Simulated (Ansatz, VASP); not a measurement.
## ZnSe: programs and potentials compared

The starting cell:

```
Se Zn
1.0
     0.00000    2.83380    2.83380
     2.83380    0.00000    2.83380
     2.83380    2.83380    0.00000
Se Zn
1 1
Direct
  0.75000 0.75000 0.75000
  0.00000 0.00000 0.00000
```

Alike in all runs: task relaxation of cell and atoms; functional PBE; dispersion D3(BJ); k mesh 8 × 8 × 8; occupations fermi-dirac, width 0.05 eV; no spin polarisation; no spin-orbit coupling.

| program and potentials | plane-wave cutoff (eV) | notes | equilibrium volume (Å³/atom) |
| --- | --- | --- | --- |
| Ansatz, Ansatz PAW | 420 | 14 valence electrons an atom on average | 22.60 |
| VASP, PBE PAW files Se, Zn, 600 eV | 600 | 9 valence electrons an atom on average | 22.67 |
| Ansatz, all-electron LAPW, scalar-relativistic | - | - | 22.61 |

The equilibrium volume spans 22.60 (Ansatz, Ansatz PAW) to 22.67 Å³/atom (VASP, PBE PAW files Se, Zn, 600 eV), with all-electron results at 22.61. Relaxations stop with a little pressure left, so the last digit of a volume isn't settled.

Differences between rows come from potentials, basis sets and numerical settings, since the functional is the same but for its coding. Runs on potential files found faulty are left out.
